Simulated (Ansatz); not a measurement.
# HfN/AlN/HfN: predicting the conductance of a thicker barrier

Set-up. Ansatz 0.2.0, plane waves with PAW datasets, PBE. Interfaces are relaxed in a short slab (with D3(BJ) where the barrier is layered), set between ideal electrode layers that go on as semi-infinite leads, and the zero-bias conductance G at 300 K comes from T(E) on a typed mesh. The error is the largest of the program's estimates from energy step, mesh, the leads' potential steps and neutrality; its separate bound for narrow resonances between the energies solved isn't counted and can be far larger. The lower electrode is HfN (rock salt 111), the upper HfN (rock salt 111) and the barrier AlN (wurtzite 0001), on a net of side 3.203 Å; d is the distance between the electrodes' last planes.

What is known so far:

```tsv
planes in the barrier	d (Å)	G (S/m²)	error (%)	lead step (meV)
4	7.23	5.66e13	63	30
8	12.24	3.85e12	52	28
12	17.24	5.83e11	59	28
```

**Question.** A further run has 16 planes, d = 22.25 Å. Fit G ∝ exp(−βd) to the rows shown and predict its conductance.

A: Take y = ln G: 31.67, 28.98 and 27.09. The means are d = 12.24 Å and y = 29.25; Σ(Δd Δy) = −22.90 and Σ(Δd)² = 50.10, so the slope is −0.457 Å⁻¹ (β = 0.457 Å⁻¹). At d = 22.25 Å, y = 29.25 − 0.457 × 10.01 = 24.67, or G = 5.17e10 S/m².

What the calculation gave: The run gave 8.47e10 S/m², with an error estimate of 59 % and a lead step of 28 meV. The prediction is 0.61 times that, too low by 39 %. That lies within the runs' own error estimates, carried through the fit.

**Limits.** The interfaces are ideal, one cell wide, strained to a common net and relaxed from one registry with their symmetry kept. PBE's gaps are too small, so true decay constants are likely larger where the Fermi level lies deep in a gap. No spin-orbit coupling, phonons, disorder or image charges enter. The rows shown are chosen by tests on error estimates (under 100 to 120 %), lead steps (under 150 meV, though the program warns over 25), intact interfaces and, for fits, a steady trend in the rows shown; the data set holds 414 series of this kind, and not all pass.

[Logs are printed without paths, hosts, clocks, repeated set-up lines and the standing remarks that a program may print on its own settings, such as how far it seeks lower states.]
